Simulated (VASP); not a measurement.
# TiO2 (P4_2/mnm) in VASP: further runs

One crystal, TiO2, is run at these levels: PBE, PBE+D3(BJ); tasks: phonons, equation of state.

Program: VASP 6.6.1. These are calculated values, not measurements. Logs are shortened: lines on timing, memory, paths and dates and some standing lists are left out, and cuts for length are marked.

## 1. The crystal as given

It takes space group P4_2/mnm (No. 136, tetragonal). Conventional cell: a = 4.600 Å, b = 4.600 Å, c = 2.959 Å, α = 90.00°, β = 90.00°, γ = 90.00°. Ti (site symmetry mmm) has 6 O at 1.95 to 1.98 Å as nearest neighbours. O (site symmetry m2m) has 3 Ti at 1.95 to 1.98 Å as nearest neighbours.

The cell is a database's computed one.

## 2. Phonons, PBE

File POSCAR:

```
TiO2
1.0
    4.5998373239      0.0000000000      0.0000000000
    0.0000000000      4.5998373239      0.0000000000
    0.0000000000      0.0000000000      2.9592135600
Ti O
2 4
Direct
    0.0000000000      0.0000000000      0.5000000000
    0.5000000000      0.5000000000      0.0000000000
    0.3043213200      0.3043213200      0.5000000000
    0.1956786800      0.8043213200      0.0000000000
    0.8043213200      0.1956786800      0.0000000000
    0.6956786800      0.6956786800      0.5000000000
```

File INCAR.step1:

```
  PREC = Accurate
  ENCUT = 600
  EDIFF = 1E-8
  ISMEAR = 0
  SIGMA = 0.02
  LREAL = False
  LASPH = True
  NELM = 100
  ALGO = Fast
  ISIF = 3
  LWAVE = False
  LCHARG = False
  GGA = PE
  IBRION = 2
  NSW = 40
  EDIFFG = -0.002
  KPAR = 4
```

File INCAR.step2:

```
  PREC = Accurate
  ENCUT = 600
  EDIFF = 1E-8
  ISMEAR = 0
  SIGMA = 0.02
  LREAL = False
  LASPH = True
  NELM = 100
  ALGO = Fast
  ISIF = 2
  LWAVE = False
  LCHARG = False
  GGA = PE
  IBRION = 8
  NSW = 1
  LEPSILON = True
  KPAR = 4
```

File KPOINTS:

```
Automatic mesh
0
Gamma
  6 6 10
```

Potentials or basis: VASP PAW PBE potentials, release 64 (Ti_sv, O).

Run with:

```bash
> cat potpaw_PBE.64/Ti_sv/POTCAR potpaw_PBE.64/O/POTCAR > POTCAR
> cp INCAR.step1 INCAR
> mpirun -np 4 vasp_std > vasp.out
> cp CONTCAR POSCAR
> cp INCAR.step2 INCAR
> mpirun -np 4 vasp_std > vasp.out
```

OUTCAR:

```text
PREC = Accurate
   ENCUT = 600
   EDIFF = 1E-8
   ISMEAR = 0
   LREAL = False
   LASPH = True
   NELM = 100
   ISIF = 2
   GGA = PE
   IBRION = 8
   NSW = 1
   LEPSILON = True

 ion  position               nearest neighbor table
   1  0.000  0.000  0.500-   4 1.96   5 1.96   4 1.96   5 1.96   3 2.00   6 2.00
   2  0.500  0.500  0.000-   3 1.96   6 1.96   3 1.96   6 1.96   5 2.00   4 2.00
   3  0.305  0.305  0.500-   2 1.96   2 1.96   1 2.00
   4  0.195  0.805  0.000-   1 1.96   1 1.96   2 2.00
   5  0.805  0.195  0.000-   1 1.96   1 1.96   2 2.00
   6  0.695  0.695  0.500-   2 1.96   2 1.96   1 2.00

  LATTYP: Found a simple tetragonal cell.
 ALAT       =     4.6445521158
 C/A-ratio  =     0.6388463439

  Lattice vectors:

 A1 = (   4.6445521158,   0.0000000000,   0.0000000000)
 A2 = (   0.0000000000,   4.6445521158,   0.0000000000)
 A3 = (   0.0000000000,   0.0000000000,   2.9671551384)

Analysis of symmetry for initial positions (statically):
=====================================================================
 Subroutine PRICEL returns:
 Original cell was already a primitive cell.

 Routine SETGRP: Setting up the symmetry group for a
 simple tetragonal supercell.

 Subroutine GETGRP returns: Found 16 space group operations
 (whereof  8 operations were pure point group operations)
 out of a pool of 16 trial point group operations.

The static configuration has the point symmetry D_2h.
 The point group associated with its full space group is D_4h.

Analysis of symmetry for dynamics (positions and initial velocities):
=====================================================================
 Subroutine PRICEL returns:
 Original cell was already a primitive cell.

 Routine SETGRP: Setting up the symmetry group for a
 simple tetragonal supercell.

 Subroutine GETGRP returns: Found 16 space group operations
 (whereof  8 operations were pure point group operations)
 out of a pool of 16 trial point group operations.

The dynamic configuration has the point symmetry D_2h.
 The point group associated with its full space group is D_4h.

 Subroutine INISYM returns: Found 16 space group operations
 (whereof  8 operations are pure point group operations),
 and found     1 'primitive' translations

----------------------------------------------------------------------------------------

                                     Primitive cell

  volume of cell :      64.0071

  direct lattice vectors                    reciprocal lattice vectors
     4.644552116  0.000000000  0.000000000     0.215306013  0.000000000  0.000000000
     0.000000000  4.644552116  0.000000000     0.000000000  0.215306013  0.000000000
     0.000000000  0.000000000  2.967155138     0.000000000  0.000000000  0.337023160

  length of vectors
     4.644552116  4.644552116  2.967155138     0.215306013  0.215306013  0.337023160

  position of ions in fractional coordinates (direct lattice)
     0.000000000  0.000000000  0.500000000
     0.500000000  0.500000000  0.000000000
     0.304972741  0.304972741  0.500000000
     0.195027259  0.804972741  0.000000000
     0.804972741  0.195027259  0.000000000
     0.695027259  0.695027259  0.500000000

  ion indices of the primitive-cell ions
   primitive index   ion index
                 1           1
                 2           2
                 3           3
                 4           4
                 5           5
                 6           6

[... 959 lines left out ...]
 INTERNAL STRAIN TENSOR  FOR ION    3  DIRECTION 3   (eV/Angst):
 -----------------------------------------------------------------------------
    -0.01006 -0.00200  4.16793
    -0.00200 -0.01006  4.16793
     5.19117  5.19117  0.01464

 MACROSCOPIC STATIC DIELECTRIC TENSOR (including local field effects in DFT)
 ------------------------------------------------------
           7.394526     0.000000     0.000000
           0.000000     7.394526     0.000000
           0.000000     0.000000     8.978963
 ------------------------------------------------------

 PIEZOELECTRIC TENSOR (including local field effects)  for field in x, y, z        (e  Angst)
          XX          YY          ZZ          XY          YZ          ZX
  --------------------------------------------------------------------------------
  x     0.00000     0.00000     0.00000     0.00000     0.00000     0.00000
  y     0.00000     0.00000     0.00000     0.00000     0.00000     0.00000
  z     0.00000     0.00000     0.00000     0.00000     0.00000     0.00000

 PIEZOELECTRIC TENSOR (including local field effects)  for field in x, y, z        (C/m^2)
          XX          YY          ZZ          XY          YZ          ZX
  --------------------------------------------------------------------------------
  x     0.00000     0.00000     0.00000     0.00000     0.00000     0.00000
  y     0.00000     0.00000     0.00000     0.00000     0.00000     0.00000
[... 44 lines left out ...]
  2Z     0.000000    0.000000    0.375047    0.000000    0.000000    0.282500    0.000000    0.000000   -0.317097    0.000000    0.000000   -0.011677    0.000000    0.000000   -0.011677    0.000000    0.000000   -0.317097
  3X    -1.515707   -1.251389    0.000000    1.934574    1.448565    0.000000  -10.773617   -5.402381    0.000000   -0.704087    0.867704    0.000000    5.483705   -0.872465    0.000000    5.575131    5.209966    0.000000
  3Y    -1.251389   -1.515707    0.000000    1.448565    1.934574    0.000000   -5.402381  -10.773617    0.000000   -0.872465    5.483705    0.000000    0.867704   -0.704087    0.000000    5.209966    5.575131    0.000000
  3Z     0.000000    0.000000   -0.046693    0.000000    0.000000   -0.309952    0.000000    0.000000   -7.217973    0.000000    0.000000    1.964221    0.000000    0.000000    1.964221    0.000000    0.000000    3.646177
  4X     1.934574   -1.448565    0.000000   -1.515707    1.251389    0.000000   -0.704087   -0.867704    0.000000  -10.773617    5.402381    0.000000    5.575131   -5.209966    0.000000    5.483705    0.872465    0.000000
  4Y    -1.448565    1.934574    0.000000    1.251389   -1.515707    0.000000    0.872465    5.483705    0.000000    5.402381  -10.773617    0.000000   -5.209966    5.575131    0.000000   -0.867704   -0.704087    0.000000
  4Z     0.000000    0.000000   -0.309952    0.000000    0.000000   -0.046693    0.000000    0.000000    1.964221    0.000000    0.000000   -7.217973    0.000000    0.000000    3.646177    0.000000    0.000000    1.964221
  5X     1.934574   -1.448565    0.000000   -1.515707    1.251389    0.000000    5.483705    0.872465    0.000000    5.575131   -5.209966    0.000000  -10.773617    5.402381    0.000000   -0.704087   -0.867704    0.000000
  5Y    -1.448565    1.934574    0.000000    1.251389   -1.515707    0.000000   -0.867704   -0.704087    0.000000   -5.209966    5.575131    0.000000    5.402381  -10.773617    0.000000    0.872465    5.483705    0.000000
  5Z     0.000000    0.000000   -0.309952    0.000000    0.000000   -0.046693    0.000000    0.000000    1.964221    0.000000    0.000000    3.646177    0.000000    0.000000   -7.217973    0.000000    0.000000    1.964221
  6X    -1.515707   -1.251389    0.000000    1.934574    1.448565    0.000000    5.575131    5.209966    0.000000    5.483705   -0.872465    0.000000   -0.704087    0.867704    0.000000  -10.773617   -5.402381    0.000000
  6Y    -1.251389   -1.515707    0.000000    1.448565    1.934574    0.000000    5.209966    5.575131    0.000000    0.867704   -0.704087    0.000000   -0.872465    5.483705    0.000000   -5.402381  -10.773617    0.000000
  6Z     0.000000    0.000000   -0.046693    0.000000    0.000000   -0.309952    0.000000    0.000000    3.646177    0.000000    0.000000    1.964221    0.000000    0.000000    1.964221    0.000000    0.000000   -7.217973

 Eigenvectors and eigenvalues of the dynamical matrix
 ----------------------------------------------------

   1 f  =   23.085290 THz   145.049157 2PiTHz  770.042401 cm-1    95.473047 meV
             X         Y         Z           dx          dy          dz
      0.000000  0.000000  1.483578     0.000000   -0.000000   -0.000000
      2.322276  2.322276  0.000000    -0.000000   -0.000000    0.000000
      1.416462  1.416462  1.483578     0.353553    0.353553    0.000000
      0.905814  3.738738  0.000000     0.353553   -0.353553   -0.000000
      3.738738  0.905814  0.000000    -0.353553    0.353553   -0.000000
      3.228090  3.228090  1.483578    -0.353553   -0.353553    0.000000
[... 145 lines left out ...]
  18 f/i=    2.967762 THz    18.647000 2PiTHz   98.993890 cm-1    12.273673 meV
             X         Y         Z           dx          dy          dz
      0.000000  0.000000  1.483578    -0.000000    0.000000   -0.436647
      2.322276  2.322276  0.000000     0.000000   -0.000000   -0.436647
      1.416462  1.416462  1.483578    -0.000000    0.000000    0.393281
      0.905814  3.738738  0.000000    -0.000000    0.000000    0.393281
      3.738738  0.905814  0.000000    -0.000000    0.000000    0.393281
      3.228090  3.228090  1.483578    -0.000000    0.000000    0.393281

--------------------------------------------------------------------------------------------------------

 MACROSCOPIC STATIC DIELECTRIC TENSOR IONIC CONTRIBUTION
 ------------------------------------------------------
           2.060586    -0.000000    -0.000000
          -0.000000     2.060586     0.000000
          -0.000000     0.000000    -0.000000
 ------------------------------------------------------

 ELASTIC MODULI CONTR FROM IONIC RELAXATION (kBar)
 Direction    XX          YY          ZZ          XY          YZ          ZX
 --------------------------------------------------------------------------------
 XX        -348.0066     76.8143   -137.1212      0.0000      0.0000     -0.0000
 YY          76.8143   -348.0066   -137.1212      0.0000     -0.0000      0.0000
 ZZ        -137.1212   -137.1212   -138.6635      0.0000      0.0000     -0.0000
 XY          -0.0000      0.0000      0.0000     -1.1207      0.0000     -0.0000
 YZ           0.0000     -0.0000      0.0000      0.0000   -248.3577     -0.0000
 ZX          -0.0000      0.0000     -0.0000     -0.0000     -0.0000   -160.0987
 --------------------------------------------------------------------------------

 PIEZOELECTRIC TENSOR IONIC CONTR  for field in x, y, z        (C/m^2)
          XX          YY          ZZ          XY          YZ          ZX
  --------------------------------------------------------------------------------
  x     0.00000    -0.00000    -0.00000    -0.00000     0.00000    -0.00000
  y     0.00000    -0.00000    -0.00000     0.00000     0.00000    -0.00000
  z    -0.00000     0.00000    -0.00000     0.00000     0.00000    -0.00000
```

Wall time 34 min (4 MPI ranks of AMD EPYC 9R14 (Zen 4), shared host); peak memory 0.72 GiB.

What came out:

```
Relaxed volume                                          : 10.67 Å³/atom
Relaxed cell                                            : a = 4.645 Å, b = 4.645 Å, c = 2.967 Å, α = 90.00°, β = 90.00°, γ = 90.00°
Space group after relaxing (to 0.05 Å)                  : P4_2/mnm (No. 136)
Electronic dielectric tensor (diagonal)                 : 7.39, 7.39, 8.98
Born charges (mean of the diagonal)                     : Ti +6.75; O -3.38 e
Highest phonon frequency at Γ, LO-TO splitting left out : 770 cm⁻¹
Most unstable mode                                      : 99i cm⁻¹
```

Step by step:
```
step  energy change (eV)  largest force (eV/Å)  pressure (GPa)  volume (Å³)
   1              0.0000                0.0196            4.68        62.61
   2              0.0067                0.1942           -5.11        65.42
   3             -0.0183                0.0813           -0.04        63.88
   4             -0.0201                0.0224           -0.01        63.97
   5             -0.0203                0.0029            0.01        64.01
   6             -0.0203                0.0014            0.00        64.01
   7             -0.0203                0.0013            0.00        64.01
```

Final structure:
```xyz
6
Lattice="4.6446 0.0000 0.0000 0.0000 4.6446 0.0000 0.0000 0.0000 2.9672" Properties=species:S:1:pos:R:3 pbc="T T T"
Ti    0.0000    0.0000    1.4836
Ti    2.3223    2.3223    0.0000
O     1.4165    1.4165    1.4836
O     0.9058    3.7387    0.0000
O     3.7387    0.9058    0.0000
O     3.2281    3.2281    1.4836
```

Phonon frequencies in cm⁻¹ (negative: imaginary):
| q point | frequencies |
| --- | --- |
| (0.000, 0.000, 0.000) | -99 -51 -51 2 2 2 20 148 357 357 357 416 430 430 471 471 569 770 |

Electronic dielectric tensor:
```
7.39 0.00 0.00
0.00 7.39 0.00
0.00 0.00 8.98
```

Born effective charge tensors (e):
atom 1, Ti
```
6.25 1.04 0.00
1.04 6.25 0.00
0.00 0.00 7.77
```
atom 2, Ti
```
 6.25 -1.04  0.00
-1.04  6.25  0.00
 0.00  0.00  7.77
```
atom 3, O
```
-3.12 -1.79  0.00
-1.79 -3.12  0.00
 0.00  0.00 -3.88
```
atom 4, O
```
-3.12  1.79  0.00
 1.79 -3.12  0.00
 0.00  0.00 -3.88
```
atom 5, O
```
-3.12  1.79  0.00
 1.79 -3.12  0.00
 0.00  0.00 -3.88
```
atom 6, O
```
-3.12 -1.79  0.00
-1.79 -3.12  0.00
 0.00  0.00 -3.88
```

Caveat: some modes are imaginary.

## 3. Equation of state, PBE+D3(BJ), 10.05 Å³/atom (a relaxed cell with its volume scaled by 0.96)

File INCAR:

```
  PREC = Accurate
  ENCUT = 520
  EDIFF = 1E-7
  ISMEAR = 0
  SIGMA = 0.02
  LREAL = False
  LASPH = True
  NELM = 80
  ALGO = Normal
  ISIF = 2
  LWAVE = False
  LCHARG = False
  GGA = PE
  IVDW = 12
  KPAR = 2
```

File KPOINTS:

```
Automatic mesh
0
Gamma
  6 6 8
```

File POSCAR:

```
TiO2                                    
1.0
    4.5467066207      0.0000000000      0.0000000000
   -0.0000000000      4.5467066207      0.0000000000
    0.0000000000      0.0000000000      2.9178134560
  Ti              O             
     2     4
Direct
     0.0000000000000000    0.0000000000000000    0.5000000000000000
     0.5000000000000000    0.5000000000000000    1.0000000000000000
     0.3042461055662634    0.3042461055662634    0.5000000000000000
     0.1957538944337367    0.8042461055662633    1.0000000000000000
     0.8042461055662633    0.1957538944337367    1.0000000000000000
     0.6957538944337367    0.6957538944337367    0.5000000000000000
```

Potentials or basis: VASP PAW PBE potentials, release 64 (Ti_sv, O).

Run with:

```bash
> cat potpaw_PBE.64/Ti_sv/POTCAR potpaw_PBE.64/O/POTCAR > POTCAR
> mpirun -np 2 vasp_std > vasp.out
```

Wall time 16 s (2 MPI ranks of Intel Xeon 6975P-C (Granite Rapids), shared host); peak memory 0.22 GiB.

Results (log left out):

```yaml
Free_energy: -55.0536 eV
Pressure: 10.8 GPa
Largest_force: 0.205 eV/Å
Band_gap_on_the_k_mesh: 1.93 eV, direct
Dispersion_energy_per_atom: -0.258 eV
```

## 4. Equation of state, PBE+D3(BJ), 10.26 Å³/atom (a relaxed cell with its volume scaled by 0.98)

INCAR is that of step 3.

KPOINTS is that of step 3.

POSCAR, as its differences from that of step 3:

```diff
@@ -2,5 +2,5 @@
 1.0
-    4.5467066207      0.0000000000      0.0000000000
-   -0.0000000000      4.5467066207      0.0000000000
-    0.0000000000      0.0000000000      2.9178134560
+    4.5780642090      0.0000000000      0.0000000000
+   -0.0000000000      4.5780642090      0.0000000000
+    0.0000000000      0.0000000000      2.9379369433
   Ti              O
```

Run with:

```bash
> cat potpaw_PBE.64/Ti_sv/POTCAR potpaw_PBE.64/O/POTCAR > POTCAR
> mpirun -np 2 vasp_std > vasp.out
```

Run time: 16 s. Hardware: 2 MPI ranks of Intel Xeon 6975P-C (Granite Rapids), shared host; peak memory 0.22 GiB.

The run converged. Its results:

* Free energy: -55.1180 eV
* Pressure: 5.2 GPa
* Largest force: 0.099 eV/Å
* Band gap on the k mesh: 1.88 eV, direct
* Dispersion energy per atom: -0.252 eV

## 5. Equation of state, PBE+D3(BJ), 10.47 Å³/atom

INCAR is that of step 4.

KPOINTS is that of step 4.

POSCAR, as its differences from that of step 4:

```diff
@@ -2,5 +2,5 @@
 1.0
-    4.5780642090      0.0000000000      0.0000000000
-   -0.0000000000      4.5780642090      0.0000000000
-    0.0000000000      0.0000000000      2.9379369433
+    4.6089980136      0.0000000000      0.0000000000
+   -0.0000000000      4.6089980136      0.0000000000
+    0.0000000000      0.0000000000      2.9577884708
   Ti              O
```

Run with:

```bash
> cat potpaw_PBE.64/Ti_sv/POTCAR potpaw_PBE.64/O/POTCAR > POTCAR
> mpirun -np 2 vasp_std > vasp.out
```

Wall time 17 s (2 MPI ranks of Intel Xeon 6975P-C (Granite Rapids), shared host); peak memory 0.22 GiB.

Results (log left out):

```
Free energy                : -55.1411 eV
Pressure                   : 0.3 GPa
Band gap on the k mesh     : 1.83 eV, direct
Dispersion energy per atom : -0.247 eV
```

## 6. Equation of state, PBE+D3(BJ), 10.68 Å³/atom (a relaxed cell with its volume scaled by 1.02)

INCAR is that of step 5.

KPOINTS is that of step 5.

POSCAR, as its differences from that of step 5:

```diff
@@ -2,5 +2,5 @@
 1.0
-    4.6089980136      0.0000000000      0.0000000000
-   -0.0000000000      4.6089980136      0.0000000000
-    0.0000000000      0.0000000000      2.9577884708
+    4.6395220688      0.0000000000      0.0000000000
+   -0.0000000000      4.6395220688      0.0000000000
+    0.0000000000      0.0000000000      2.9773770448
   Ti              O
```

Potentials or basis: VASP PAW PBE potentials, release 64 (Ti_sv, O).

Run with:

```bash
> cat potpaw_PBE.64/Ti_sv/POTCAR potpaw_PBE.64/O/POTCAR > POTCAR
> mpirun -np 2 vasp_std > vasp.out
```

Wall time 18 s (2 MPI ranks of Intel Xeon 6975P-C (Granite Rapids), shared host); peak memory 0.22 GiB.

Results (log left out):

| Quantity | Value |
| --- | --- |
| Free energy | -55.1270 eV |
| Pressure | -4.3 GPa |
| Largest force | 0.092 eV/Å |
| Band gap on the k mesh | 1.78 eV, direct |
| Dispersion energy per atom | -0.242 eV |

## 7. Equation of state, PBE+D3(BJ), 10.89 Å³/atom (a relaxed cell with its volume scaled by 1.04)

INCAR is that of step 6.

KPOINTS is that of step 6.

POSCAR, as its differences from that of step 6:

```diff
@@ -2,5 +2,5 @@
 1.0
-    4.6395220688      0.0000000000      0.0000000000
-   -0.0000000000      4.6395220688      0.0000000000
-    0.0000000000      0.0000000000      2.9773770448
+    4.6696496797      0.0000000000      0.0000000000
+   -0.0000000000      4.6696496797      0.0000000000
+    0.0000000000      0.0000000000      2.9967112037
   Ti              O
```

Run with:

```bash
> cat potpaw_PBE.64/Ti_sv/POTCAR potpaw_PBE.64/O/POTCAR > POTCAR
> mpirun -np 2 vasp_std > vasp.out
```

Wall time 18 s (2 MPI ranks of Intel Xeon 6975P-C (Granite Rapids), shared host); peak memory 0.22 GiB.

The run converged. Its results:

```yaml
Free_energy: -55.0794 eV
Pressure: -8.3 GPa
Largest_force: 0.177 eV/Å
Band_gap_on_the_k_mesh: 1.74 eV, direct
Dispersion_energy_per_atom: -0.237 eV
```

## 8. Equation of state, PBE+D3(BJ)

This run uses another cell than the first one, of 10.47 Å³/atom, 1.004 times its volume.

Potentials or basis: VASP PAW PBE potentials, release 64 (Ti_sv, O).

No new run: the results of the series are fitted here.

What came out:

- Equilibrium volume: 10.49 Å³/atom
- Bulk modulus at fixed shape and positions: 235 GPa
- Pressure derivative of the bulk modulus: 4.2 (rough: it moves with the points fitted)

Energy against volume, from the lowest point:
| volume (Å³/atom) | energy (meV/atom) |
| --- | --- |
| 10.053 | 14.58 |
| 10.263 | 3.85 |
| 10.472 | 0.00 |
| 10.681 | 2.35 |
| 10.891 | 10.28 |

Caveat: the cell was scaled at fixed shape and fractional positions, which overstates the stiffness of a crystal with free parameters, most of all of layers and chains.

## 9. The reference run

An earlier run on the cell as given: functional PBEsol; potentials or basis VASP PAW PBE potentials, release 64 (Ti_sv, O); cutoff 520 eV; k mesh 6 × 6 × 9; occupations fermi-dirac, width 0.05 eV; no spin polarisation.

- Pressure: -2.1 GPa
- Largest force: 0.047 eV/Å
- Band gap on the k mesh: 1.80 eV, direct
